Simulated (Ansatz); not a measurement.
**Si: molecular dynamics, part 1 of 2**

Aim: heat the crystal hard, then quench it. Runs: 180 steps of 2 fs under a Langevin thermostat at 2000 K; 269 steps of 2 fs under a Langevin thermostat, set from 1600 K to 300 K by a schedule. The start is the crystal (diamond), its volume scaled by 1.15.

Method: DFT LDA, plane waves, PAW, scalar-relativistic, no spin polarisation, in Ansatz 0.2.0.

### Step 1. The system as given

The cell holds 16 atoms (Si16): a = 8.045 Å, b = 8.045 Å, c = 8.045 Å, α = 60.00°, β = 60.00°, γ = 60.00°.

As a file:

```xyz
16
Lattice="0.0000 5.6890 5.6890 5.6890 0.0000 5.6890 5.6890 5.6890 0.0000" Properties=species:S:1:pos:R:3 pbc="T T T"
Si    0.0000    0.0000    0.0000
Si    1.4222    1.4222    1.4222
Si    2.8445    2.8445    0.0000
Si    4.2667    4.2667    1.4222
Si    2.8445    0.0000    2.8445
Si    4.2667    1.4222    4.2667
Si    5.6890    2.8445    2.8445
Si    7.1112    4.2667    4.2667
Si    0.0000    2.8445    2.8445
Si    1.4222    4.2667    4.2667
Si    2.8445    5.6890    2.8445
Si    4.2667    7.1112    4.2667
Si    2.8445    2.8445    5.6890
Si    4.2667    4.2667    7.1112
Si    5.6890    5.6890    5.6890
Si    7.1112    7.1112    7.1112
```

### Step 2. Run 1

180 steps of 2 fs under a Langevin thermostat at 2000 K.

input.yaml

```yaml
accuracy: low
crystal:
  lattice:
    - [0.0, 5.688954, 5.688954]
    - [5.688954, 0.0, 5.688954]
    - [5.688954, 5.688954, 0.0]
  atoms:
    - { symbol: Si, position: [0.0, 0.0, 0.0] }
    - { symbol: Si, position: [0.125, 0.125, 0.125] }
    - { symbol: Si, position: [0.0, 0.0, 0.5] }
    - { symbol: Si, position: [0.125, 0.125, 0.625] }
    - { symbol: Si, position: [0.0, 0.5, 0.0] }
    - { symbol: Si, position: [0.125, 0.625, 0.125] }
    - { symbol: Si, position: [0.0, 0.5, 0.5] }
    - { symbol: Si, position: [0.125, 0.625, 0.625] }
    - { symbol: Si, position: [0.5, 0.0, 0.0] }
    - { symbol: Si, position: [0.625, 0.125, 0.125] }
    - { symbol: Si, position: [0.5, 0.0, 0.5] }
    - { symbol: Si, position: [0.625, 0.125, 0.625] }
    - { symbol: Si, position: [0.5, 0.5, 0.0] }
    - { symbol: Si, position: [0.625, 0.625, 0.125] }
    - { symbol: Si, position: [0.5, 0.5, 0.5] }
    - { symbol: Si, position: [0.625, 0.625, 0.625] }
basis:
  ecutwfc: 420.0
kpoints:
  mp_grid: { grid: [2, 2, 2] }
hamiltonian:
  xc: lda
scf:
  occupations: { method: fermi_dirac, width: 0.17 }
  lower_state_search: "off"
md:
  timestep: 2
  n_steps: 180
  ensemble: nvt_langevin
  temperature: 2000.0
  initial_velocities: maxwell_boltzmann
  seed: 600764
  friction: 0.02
```

Command:

```sh
$ ansatz run input.yaml --threads 1 --pin off --max-ram 3072MiB --backend cpu --events-out ev --progress --plain --runs-dir out
```

Log, cut to the lines that bear on the results:

```text
Warning: md: disabling space-group detection — thermal motion breaks the input geometry's symmetry, so no spatial operation reduces the k-mesh or symmetrises the density; time reversal is kept, so that k and −k are solved as one point where they differ and the mesh holds both, and exact [...]
Warning: RAYON_NUM_THREADS=1 ignored (pool sized by the plan → 1); use --threads N
band count auto-derived: 50 (N_el = 64.0; filled up to band 32; 48 by the electrons, moments and atoms)
[...]
Pseudopotentials: kind: paw
Pseudopotential: Si, paw, valence charge 4, recommended cutoff 420 eV (normal), Si.paw.azcp
Functional definition: SPW92
[...]
Crystal: 16 atoms, lattice volume = 368.237 Å³
Basis set: ecut = 420 eV, 7239 PW (Γ)
Bands: 50, of which v1, the nominal top of the filled ones, is band 32 counted from 1 (31 counted from 0)
Symmetry: 1 space group operations
k-points: 8
[...]
SCF iter   1: F=—  HF=-9734.924608 eV  |F-HF|=—  |Δ(HF+E_count)|=         —  Δρ=3.53e-3  dr2=2.90e-2  ethr=1.77e-3  ⟨swp⟩=8.4  Hψ=2065  notcnv=0
[...]
md step     0: t =     0.00 fs  T =  1875.0 K  F+E_penalty+E_count = -9734.91889373 eV  E_kin = 3.877800 eV  (7 SCF iters)
[...]
md step     5: t =    10.00 fs  T =   933.8 K  F+E_penalty+E_count = -9733.93874874 eV  E_kin = 1.931255 eV  (5 SCF iters)
[...]
md step    10: t =    20.00 fs  T =   610.7 K  F+E_penalty+E_count = -9732.48297141 eV  E_kin = 1.262936 eV  (6 SCF iters)
[...]
md step    15: t =    30.00 fs  T =   872.0 K  F+E_penalty+E_count = -9732.18830903 eV  E_kin = 1.803404 eV  (6 SCF iters)
[...]
md step    20: t =    40.00 fs  T =  1608.5 K  F+E_penalty+E_count = -9732.69614975 eV  E_kin = 3.326733 eV  (7 SCF iters)
md step    21: t =    42.00 fs  T =  1684.4 K  F+E_penalty+E_count = -9732.77323737 eV  E_kin = 3.483540 eV  (6 SCF iters)
md step    22: t =    44.00 fs  T =  1572.4 K  F+E_penalty+E_count = -9732.81820397 eV  E_kin = 3.251934 eV  (6 SCF iters)
```

### Step 3. The log goes on: dynamics from the start

The log, continued, cut to the lines that bear on the results:

```text
md step    23: t =    46.00 fs  T =  1803.1 K  F+E_penalty+E_count = -9732.80468500 eV  E_kin = 3.729179 eV  (6 SCF iters)
[...]
md step    43: t =    86.00 fs  T =  1390.2 K  F+E_penalty+E_count = -9730.91868173 eV  E_kin = 2.875095 eV  (6 SCF iters)
[...]
md step    63: t =   126.00 fs  T =  1842.3 K  F+E_penalty+E_count = -9730.83172726 eV  E_kin = 3.810096 eV  (6 SCF iters)
[...]
md step    83: t =   166.00 fs  T =  2146.3 K  F+E_penalty+E_count = -9731.82744471 eV  E_kin = 4.438983 eV  (6 SCF iters)
[...]
md step   179: t =   358.00 fs  T =  1890.9 K  F+E_penalty+E_count = -9729.24812766 eV  E_kin = 3.910758 eV  (6 SCF iters)
[...]
md step   180: t =   360.00 fs  T =  1695.8 K  F+E_penalty+E_count = -9729.18256413 eV  E_kin = 3.507279 eV  (7 SCF iters)
SCF converged after 7 iterations
Free energy (F): -9729.182564 eV
[...]
E sigma→0 (E₀):  -9728.910380 eV
Entropy (-TS):   -0.544369 eV (-34.023 meV/atom)
Fermi energy:    4.905769 eV
[...]
--- Forces (eV/Å), atoms counted from 1 ---
  atom   1  Si    -1.20988662    -0.12029219    -0.71588781
  atom   2  Si    -1.28870645     2.19156647    -1.07383506
  atom   3  Si     0.65068361    -0.75630423    -1.02045436
  atom   4  Si     1.97013342    -0.07024497    -0.69948821
  atom   5  Si     1.55621633     0.08085571     1.65946878
  atom   6  Si    -0.04157289    -0.35426207     0.18202447
  atom   7  Si    -0.11186229    -0.24806238    -0.34532072
  atom   8  Si    -1.32007916    -0.33215873     0.62701221
[...]
--- MD trajectory: 180 steps, t = 0.0 → 360.0 fs ---
  final state: T = 1695.8 K   F+E_penalty+E_count = -9729.18256413 eV   E_kin = 3.507279 eV
```

Run time: 8.2 min. Hardware: 1 thread of Intel Xeon 6975P-C (Granite Rapids), shared host; peak memory 0.64 GiB.

### Step 4. What the atoms did

One step in 7; energies are changes from step 0; msd is the mean square displacement from the start, the centre of mass held:

```csv
time (fs),T (K),potential energy change (meV/atom),msd Si (Å²)
0.0,1875,0.0,0.000
14.0,941,99.9,0.018
28.0,801,169.4,0.034
42.0,1684,134.1,0.038
56.0,1601,180.4,0.067
70.0,1868,197.3,0.092
84.0,1417,242.4,0.121
98.0,1536,294.2,0.135
112.0,1376,282.8,0.134
126.0,1842,255.4,0.137
140.0,1801,250.4,0.132
154.0,1282,263.1,0.126
168.0,2135,185.8,0.118
182.0,1739,237.8,0.135
196.0,1814,285.3,0.154
210.0,2230,284.6,0.155
224.0,2063,272.0,0.154
238.0,1954,304.0,0.166
252.0,2764,319.7,0.186
266.0,2447,342.9,0.230
280.0,1508,388.2,0.279
294.0,1840,345.8,0.278
308.0,2075,301.3,0.260
322.0,1686,346.9,0.256
336.0,1912,385.3,0.256
350.0,1955,346.7,0.248
360.0,1696,358.5,0.234
```

time (fs), T (K) and a bar:
```
      0.0       1875 #################
     16.0        891 
     32.0       1153 #####
     46.0       1803 ################
     62.0       1423 #########
     78.0       1584 ############
     94.0       1739 ###############
    110.0       1397 #########
    126.0       1842 #################
    140.0       1801 ################
    156.0       1198 #####
    172.0       1735 ###############
    188.0       1806 ################
    204.0       2112 ######################
    220.0       1993 ####################
    234.0       1850 #################
    250.0       2583 ##############################
    266.0       2447 ############################
    282.0       1439 ##########
    298.0       2008 ####################
    314.0       1679 ##############
    328.0       1537 ###########
    344.0       1940 ###################
    360.0       1696 ##############
```

Pair distribution over the second half of the run:

```csv
r (Å),g Si–Si
0.68,0.00
0.84,0.00
1.00,0.00
1.16,0.00
1.32,0.00
1.48,0.00
1.64,0.00
1.80,0.00
1.96,0.00
2.12,0.30
2.28,1.91
2.44,2.73
2.60,1.69
2.76,0.76
2.92,0.33
3.08,0.20
3.24,0.21
```

First peaks of g(r) (not always the tallest), and, where a minimum follows, the mean number of second-named atoms round a first-named one up to the next minimum:

```csv
pair,peak (Å),height,minimum (Å),neighbours
Si–Si,2.44,2.7,-,-
```

Maxima of the velocity power spectrum (cm⁻¹, relative height; resolution about 190 cm⁻¹): 320 (100).

### Step 5. Frames from the trajectory

Positions (Å) and forces (eV/Å):

```xyz
16
Lattice="0.000 5.689 5.689 5.689 0.000 5.689 5.689 5.689 0.000" Properties=species:S:1:pos:R:3:forces:R:3 pbc="T T T" time_fs=60.0 T=1407 dE=3.1307
Si   -0.033    0.032   -0.167    0.159    0.607   -0.787
Si    1.456    1.561    1.062   -0.439   -0.479    1.406
Si    3.047    2.971   -0.046   -0.832   -0.750   -1.048
Si    4.313    4.382    1.178    0.661    0.261    2.468
Si    2.728   -0.182    2.777    0.654    2.692   -1.604
Si    4.080    1.423    4.057    0.854   -0.150    0.850
Si    5.896    2.776    3.001   -2.402    2.145    0.879
Si    7.158    4.524    4.269   -0.901   -2.450    1.534
Si    0.000    2.946    2.671    0.095   -1.331    0.321
Si    1.316    4.213    4.177    1.140    0.386    0.427
Si    3.113    5.676    3.067   -1.138   -0.369   -0.801
Si    4.500    6.937    4.585   -0.663    1.644   -1.620
Si    2.788    2.751    5.736   -1.238   -0.398   -0.805
Si    4.043    4.166    7.092    1.244    0.014    0.122
Si    5.748    5.586    5.966    0.181    0.000    0.412
Si    7.016    7.141    7.419    2.625   -1.820   -1.753
16
Lattice="0.000 5.689 5.689 5.689 0.000 5.689 5.689 5.689 0.000" Properties=species:S:1:pos:R:3:forces:R:3 pbc="T T T" time_fs=120.0 T=1732 dE=4.2484
Si    0.116    0.022   -0.289   -1.037    0.716    1.634
Si    1.385    1.592    1.201    0.704   -0.934   -0.249
Si    2.991    2.785   -0.187   -0.513    1.205    1.120
Si    4.512    4.180    1.607   -1.709    1.548   -2.690
Si    2.875    0.262    2.665   -0.154   -1.038    1.084
Si    4.299    1.565    4.264   -1.293   -0.432    0.344
Si    5.664    2.863    2.882    2.198   -1.657    1.473
Si    7.002    4.298    4.367    1.454   -0.373   -1.137
Si    0.003    2.797    2.793    1.029   -1.567    0.740
Si    1.188    4.521    3.769    0.851   -0.415    0.934
Si    3.169    5.567    3.193    0.240   -0.511   -1.445
Si    4.506    7.025    4.419    0.567   -0.316    0.661
Si    2.521    2.804    5.904    0.765   -0.755   -0.216
Si    4.142    3.884    7.400   -1.852    2.410   -1.867
Si    5.702    5.290    5.998   -0.337    0.963    0.564
Si    7.207    6.650    7.553   -0.912    1.157   -0.950
16
Lattice="0.000 5.689 5.689 5.689 0.000 5.689 5.689 5.689 0.000" Properties=species:S:1:pos:R:3:forces:R:3 pbc="T T T" time_fs=180.0 T=1558 dE=3.6598
Si   -0.177    0.249    0.077    1.808   -1.623    1.214
Si    1.756    1.355    1.284   -1.313   -0.238    1.397
Si    3.207    2.643   -0.122   -0.312    0.234    0.462
Si    4.241    4.251    1.448    0.612   -0.271   -0.222
Si    2.860   -0.178    3.425    0.644    1.025   -2.330
Si    4.044    1.533    4.663    0.221    0.280   -2.428
Si    5.558    2.666    2.746    0.761   -0.285    1.087
Si    7.236    4.000    4.420   -1.503   -1.123    0.290
Si   -0.074    2.750    2.855    1.861   -0.760    0.463
Si    1.273    4.238    4.465   -0.751    0.782   -1.203
Si    3.089    5.471    3.158   -0.926   -0.060   -0.382
Si    4.771    6.774    4.423   -1.020    0.433   -0.183
Si    2.453    2.766    5.785    0.608   -0.555    1.745
Si    4.046    3.970    7.360   -0.373    1.017   -0.078
Si    5.801    5.266    6.066   -0.905   -1.228   -1.410
Si    7.215    6.559    7.180    0.589    2.371    1.579
16
Lattice="0.000 5.689 5.689 5.689 0.000 5.689 5.689 5.689 0.000" Properties=species:S:1:pos:R:3:forces:R:3 pbc="T T T" time_fs=240.0 T=2262 dE=4.9432
Si   -0.148    0.258    0.172   -1.298   -2.218   -0.995
Si    1.170    1.069    1.737    2.385    0.448   -0.133
Si    3.167    2.294    0.545   -0.458    0.546   -0.759
Si    4.279    4.604    2.055    0.481   -0.935   -1.134
Si    2.656   -0.295    3.040    0.020   -0.379    0.735
Si    4.043    1.369    4.302    0.012    0.428    0.771
Si    5.675    2.731    2.936   -1.549   -0.130    0.009
Si    7.321    3.418    4.325    0.884    1.685    1.591
Si    0.103    2.718    2.851   -1.517    0.428    1.344
Si    1.200    4.114    4.504    0.024   -0.111    1.706
Si    2.631    5.623    3.504    0.868    0.621   -1.122
Si    4.642    6.744    4.412   -1.143    0.919    0.065
Si    2.725    2.673    6.301   -1.818   -1.571   -3.378
Si    3.994    3.974    7.396    2.978    1.895    0.687
Si    5.931    5.315    5.675    0.226   -0.931    1.171
Si    7.039    6.866    7.483   -0.095   -0.695   -0.558
16
Lattice="0.000 5.689 5.689 5.689 0.000 5.689 5.689 5.689 0.000" Properties=species:S:1:pos:R:3:forces:R:3 pbc="T T T" time_fs=300.0 T=2153 dE=5.0354
Si   -0.608   -0.394    0.608    1.580    0.484   -1.368
Si    0.995    1.047    1.753    1.155    0.590    0.487
Si    2.968    2.382    0.618   -0.541   -0.149   -0.418
Si    3.953    4.050    2.155   -0.459   -0.484    0.407
Si    2.813   -0.312    3.008   -0.462   -1.030   -1.227
Si    3.971    0.905    4.564    2.149   -0.179   -0.727
Si    5.661    2.668    3.322   -0.517   -1.270   -0.530
Si    7.586    3.561    4.476   -0.798    0.932   -0.250
Si   -0.116    2.973    2.991    0.229   -1.166   -0.162
Si    1.160    4.229    4.552    0.343    0.267    0.156
Si    2.199    6.260    3.222    0.535   -1.241    0.308
Si    4.307    7.108    4.400   -0.546   -0.373    0.052
Si    2.735    2.395    5.537   -1.702    2.752    1.940
Si    4.454    4.128    6.946   -1.737   -0.465    0.336
Si    5.819    5.253    5.350   -0.218    0.142    0.011
Si    6.692    6.827    6.851    0.990    1.190    0.988
16
Lattice="0.000 5.689 5.689 5.689 0.000 5.689 5.689 5.689 0.000" Properties=species:S:1:pos:R:3:forces:R:3 pbc="T T T" time_fs=360.0 T=1696 dE=5.7363
Si   -0.367   -0.425    0.575   -1.210   -0.120   -0.716
Si    1.323    0.623    1.869   -1.289    2.192   -1.074
Si    2.430    2.390    0.498    0.651   -0.756   -1.020
Si    3.486    3.805    2.055    1.970   -0.070   -0.700
Si    2.867   -0.686    2.719    1.556    0.081    1.659
Si    4.014    1.002    4.473   -0.042   -0.354    0.182
Si    5.362    2.481    3.128   -0.112   -0.248   -0.345
Si    7.250    3.674    4.219   -1.320   -0.332    0.627
Si    0.162    2.378    3.162   -1.129   -0.037   -0.103
Si    0.915    4.288    4.418   -0.732    0.246   -0.637
Si    2.290    5.586    2.930    0.824    0.507    0.967
Si    4.136    6.830    4.528   -0.533    0.141   -0.442
Si    2.047    2.941    5.780    2.366   -1.067    0.589
Si    4.187    4.126    6.681   -1.935   -2.469    1.796
Si    5.647    5.160    5.476    1.119    1.008   -1.975
Si    6.921    6.596    6.740   -0.186    1.281    1.192
```

Reading of run 1. Against a set 2000 K the second half averages 1984 K with a spread of 357 K (in equilibrium 16 atoms would scatter by about 408 K, over a far longer run). Counted from the crystal's sites, with the common drift removed, the atoms stand 0.50 Å away over the last tenth of the run (root mean square), 20 % of the neighbour distance: near the range, 10 to 20 % and a little above, in which crystals usually melt.

### Step 6. Run 2

269 steps of 2 fs under a Langevin thermostat, set from 1600 K to 300 K by a schedule, starting from the last frame of an earlier run, with new velocities.

input.yaml

```yaml
accuracy: low
crystal:
  lattice:
    - [0.0, 5.688954, 5.688954]
    - [5.688954, 0.0, 5.688954]
    - [5.688954, 5.688954, 0.0]
  atoms:
    - { symbol: Si, position: [0.04547584, 0.05566303, -0.12022498] }
    - { symbol: Si, position: [0.10276712, 0.22567936, 0.00679676] }
    - { symbol: Si, position: [0.04020647, 0.04735809, 0.37986254] }
    - { symbol: Si, position: [0.20866888, 0.15251441, 0.46023158] }
    - { symbol: Si, position: [-0.07332955, 0.55123768, -0.04720923] }
    - { symbol: Si, position: [0.12845187, 0.6578355, 0.04769255] }
    - { symbol: Si, position: [0.02163793, 0.52812196, 0.41438358] }
    - { symbol: Si, position: [0.05653983, 0.68502583, 0.58931595] }
    - { symbol: Si, position: [0.47262465, 0.08321073, -0.05467016] }
    - { symbol: Si, position: [0.68478313, 0.09190306, 0.06899835] }
    - { symbol: Si, position: [0.54721501, -0.03211159, 0.43472158] }
    - { symbol: Si, position: [0.63468631, 0.16118997, 0.5658648] }
    - { symbol: Si, position: [0.58659089, 0.42950699, -0.06966305] }
    - { symbol: Si, position: [0.58189518, 0.59251759, 0.14344159] }
    - { symbol: Si, position: [0.43847714, 0.52415447, 0.46849102] }
    - { symbol: Si, position: [0.56382639, 0.62099563, 0.59556728] }
basis:
  ecutwfc: 420.0
kpoints:
  mp_grid: { grid: [2, 2, 2] }
hamiltonian:
  xc: lda
scf:
  occupations: { method: fermi_dirac, width: 0.17 }
  lower_state_search: "off"
md:
  timestep: 2
  n_steps: 269
  ensemble: nvt_langevin
  temperature: 1600.0
  initial_velocities: maxwell_boltzmann
  seed: 498603
  friction: 0.02
  temperature_schedule:
    - { n_steps: 202, end_temperature: 300.0 }
    - { n_steps: 67, end_temperature: 300.0 }
```

Command:

```sh
$ ansatz run input.yaml --threads 1 --pin off --max-ram 3072MiB --backend cpu --events-out ev --progress --plain --runs-dir out
```

Log, cut to the lines that bear on the results:

```text
Warning: md: disabling space-group detection — thermal motion breaks the input geometry's symmetry, so no spatial operation reduces the k-mesh or symmetrises the density; time reversal is kept, so that k and −k are solved as one point where they differ and the mesh holds both, and exact [...]
Warning: RAYON_NUM_THREADS=1 ignored (pool sized by the plan → 1); use --threads N
band count auto-derived: 50 (N_el = 64.0; filled up to band 32; 48 by the electrons, moments and atoms)
[...]
[... 3 set-up lines as earlier in the session ...]
[...]
Crystal: 16 atoms, lattice volume = 368.237 Å³
Basis set: ecut = 420 eV, 7239 PW (Γ)
Bands: 50, of which v1, the nominal top of the filled ones, is band 32 counted from 1 (31 counted from 0)
[... 1 set-up line as earlier in the session ...]
k-points: 8
[...]
SCF iter   1: F=—  HF=-9729.205784 eV  |F-HF|=—  |Δ(HF+E_count)|=         —  Δρ=3.93e-3  dr2=8.18e-2  ethr=1.77e-3  ⟨swp⟩=8.9  Hψ=2107  notcnv=0
[...]
md step     0: t =     0.00 fs  T =  1500.0 K (target 1600.0 K)  F+E_penalty+E_count = -9729.18256418 eV  E_kin = 3.102240 eV  (8 SCF iters)
[...]
md step     8: t =    16.00 fs  T =  1313.7 K (target 1551.7 K)  F+E_penalty+E_count = -9729.56802248 eV  E_kin = 2.716891 eV  (6 SCF iters)
[...]
md step    16: t =    32.00 fs  T =  1457.9 K (target 1500.2 K)  F+E_penalty+E_count = -9729.49633587 eV  E_kin = 3.015151 eV  (6 SCF iters)
[...]
md step    24: t =    48.00 fs  T =  2003.5 K (target 1448.8 K)  F+E_penalty+E_count = -9729.89308976 eV  E_kin = 4.143518 eV  (6 SCF iters)
[...]
md step    30: t =    60.00 fs  T =  1317.0 K (target 1410.1 K)  F+E_penalty+E_count = -9729.06962516 eV  E_kin = 2.723704 eV  (7 SCF iters)
md step    31: t =    62.00 fs  T =  1301.7 K (target 1403.7 K)  F+E_penalty+E_count = -9728.88104086 eV  E_kin = 2.692140 eV  (6 SCF iters)
```

### Step 7. More of the same log: dynamics from the last frame of the run before

The log, continued, cut to the lines that bear on the results:

```text
md step    32: t =    64.00 fs  T =  1305.6 K (target 1397.3 K)  F+E_penalty+E_count = -9728.71574111 eV  E_kin = 2.700226 eV  (5 SCF iters)
[...]
md step    51: t =   102.00 fs  T =  1306.2 K (target 1275.0 K)  F+E_penalty+E_count = -9730.45824567 eV  E_kin = 2.701409 eV  (6 SCF iters)
[...]
md step    70: t =   140.00 fs  T =   916.8 K (target 1152.7 K)  F+E_penalty+E_count = -9729.98177791 eV  E_kin = 1.896097 eV  (7 SCF iters)
[...]
md step    89: t =   178.00 fs  T =  1143.2 K (target 1030.4 K)  F+E_penalty+E_count = -9730.56127882 eV  E_kin = 2.364353 eV  (6 SCF iters)
[...]
md step   268: t =   536.00 fs  T =   425.7 K (target 300.0 K)  F+E_penalty+E_count = -9734.33442803 eV  E_kin = 0.880316 eV  (5 SCF iters)
[...]
md step   269: t =   538.00 fs  T =   431.0 K (target 300.0 K)  F+E_penalty+E_count = -9734.32549873 eV  E_kin = 0.891347 eV  (6 SCF iters)
SCF converged after 6 iterations
Free energy (F): -9734.325499 eV
[...]
E sigma→0 (E₀):  -9734.229636 eV
Entropy (-TS):   -0.191726 eV (-11.983 meV/atom)
Fermi energy:    4.999629 eV
[...]
--- Forces (eV/Å), atoms counted from 1 ---
  atom   1  Si    -0.01318478    -0.51813947     0.25162112
  atom   2  Si    -0.41133468    -0.49981423     0.04406109
  atom   3  Si     0.97084443     0.47112845     0.64240191
  atom   4  Si    -0.33075107    -0.24909945    -0.70825059
  atom   5  Si    -0.54655108     0.15901953    -0.16977569
  atom   6  Si     0.76103938    -0.01312557    -0.13717025
  atom   7  Si    -0.49259149    -0.59786273    -0.20684214
  atom   8  Si    -0.20477456     0.19665228    -0.00866797
[...]
--- MD trajectory: 269 steps, t = 0.0 → 538.0 fs ---
  final state: T = 431.0 K   F+E_penalty+E_count = -9734.32549873 eV   E_kin = 0.891347 eV
```

It took 12 min on 1 thread of Intel Xeon 6975P-C (Granite Rapids), shared host; peak memory 0.66 GiB.

(Continued in part 2 of 2.)
